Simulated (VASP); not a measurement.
Input of a VASP 6.6.1 run:

INCAR

```
SYSTEM = C
PREC = Accurate
ENCUT = 520
EDIFF = 1E-8
ISMEAR = 0
SIGMA = 0.02
LREAL = .False.
LASPH = .True.
NELM = 60
ALGO = Normal
ISIF = 2
LWAVE = .False.
LCHARG = .False.
GGA = PE
LEPSILON = .True.
```

Contents of KPOINTS:

```
regular mesh
0
Gamma
  12 12 12
  0 0 0
```

Contents of POSCAR:

```
C
1.0
    0.0000000000      1.7833700000      1.7833700000
    1.7833700000      0.0000000000      1.7833700000
    1.7833700000      1.7833700000      0.0000000000
C
2
Direct
    0.7500000000      0.7500000000      0.7500000000
    0.5000000000      0.5000000000      0.5000000000
```

Potentials or basis: VASP PAW PBE potentials, release 64 (C).

The run is started by

```bash
$ cat potpaw_PBE.64/C/POTCAR > POTCAR
$ mpirun -np 1 vasp_std > vasp.out
```

What does it give for the electronic dielectric tensor (diagonal)?

5.85.

Estimate the Born charges (mean of the diagonal).

C +0.00 e.

Estimate the band gap on the k mesh.

4.15 eV, indirect (least direct gap 5.59 eV).

Born effective charge tensors (e):
atom 1, C
```
0.00 0.00 0.00
0.00 0.00 0.00
0.00 0.00 0.00
```
atom 2, C
```
0.00 0.00 0.00
0.00 0.00 0.00
0.00 0.00 0.00
```

A k mesh can miss the band edges. A hybrid or GW would open this gap; PBE tends to underestimate it.
